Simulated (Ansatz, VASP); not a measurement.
Two plane-wave programs on BAs

The input INCAR:

```
PREC = Accurate
ENCUT = 520
EDIFF = 1E-6
ISMEAR = 0
SIGMA = 0.02
LREAL = False
LASPH = True
NELM = 80
ALGO = Normal
ISIF = 2
LWAVE = False
LCHARG = False
GGA = PE
NBANDS = 11
```

Contents of KPOINTS:

```
Automatic mesh
0
Gamma
  10 10 10
```

The input POSCAR:

```
BAs
1.0
    0.0000000000      2.4820258539      2.4820258539
    2.4820258539      0.0000000000      2.4820258539
    2.4820258539      2.4820258539      0.0000000000
B As
1 1
Direct
    0.0000000000      0.0000000000      0.0000000000
    0.2500000000      0.2500000000      0.2500000000
```

Input for Ansatz:

```yaml
crystal:
  lattice:
    - [0.0, 2.4820258539, 2.4820258539]
    - [2.4820258539, 0.0, 2.4820258539]
    - [2.4820258539, 2.4820258539, 0.0]
  atoms:
    - { symbol: B, position: [0.0, 0.0, 0.0] }
    - { symbol: As, position: [0.25, 0.25, 0.25] }
basis:
  ecutwfc: 420
kpoints:
  mp_grid: { grid: [10, 10, 10] }
hamiltonian:
  xc: pbe
scf:
  occupations: { method: gaussian, width: 0.02 }
output:
  forces: true
  stress: true
  eigenvalues: true
```

Alike in both runs: task single point; functional PBE; k mesh 10 × 10 × 10; occupations gaussian, width 0.02 eV; no spin polarisation.

```csv
,VASP,Ansatz
version,VASP 6.6.1,Ansatz 0.2.0
potentials or method,"VASP PAW PBE potentials, release 64 (B, As)","scalar-relativistic, plane waves, PAW"
plane-wave cutoff (eV),520,420
valence electrons in the cell,8,18
```

Ansatz gave:

```
gap on the k mesh at the Fermi level (eV) : 1.29
least direct gap on the mesh (eV)         : 3.14
pressure (GPa)                            : -10.2
```

Task: Estimate VASP's values.

Result: gap on the k mesh at the Fermi level (eV): 1.29; least direct gap on the mesh (eV): 3.14; pressure (GPa): -9.9.

The two sets of potentials don't hold the same shells in valence.

A k mesh can miss the band edges.
